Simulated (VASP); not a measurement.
# Fe: equation of state with PBE

Fe:

```
Fe
1.0
     2.43416    0.00000    0.00000
    -1.21708    2.10804    0.00000
     0.00000    0.00000    3.84193
Fe
2
Direct
  0.66667 0.33333 0.75000
  0.33333 0.66667 0.25000
```

This isn't the form of Fe at room conditions, which is bcc.

- Program: VASP 6.6.1
- Task: equation of state
- Functional: PBE
- Potentials or basis: VASP PAW PBE potentials, release 64 (Fe)
- Cutoff: 520 eV
- k mesh: 12 × 12 × 7
- Occupations: fermi-dirac, width 0.05 eV
- Spin: collinear spin, ferromagnetic start
- Starting moments: [3.0, 3.0] μB

```yaml
Equilibrium_volume: 10.17 Å³/atom
Bulk_modulus_at_fixed_shape_and_positions: 289 GPa
Pressure_derivative_of_the_bulk_modulus: 4.6
```

Energy against volume, from the lowest point:
```csv
volume (Å³/atom),energy (meV/atom)
9.266,86.54
9.463,50.79
9.660,25.27
9.857,8.91
10.054,0.77
10.251,0.00
10.448,5.82
```

All runs of the series together: 6.8 min on 1 thread of AMD EPYC 7R13 Processor (Zen 3), with other jobs on the host.

Caveat: the cell was scaled at fixed shape and fractional positions, which overstates the stiffness of a crystal with free parameters, most of all of layers and chains.
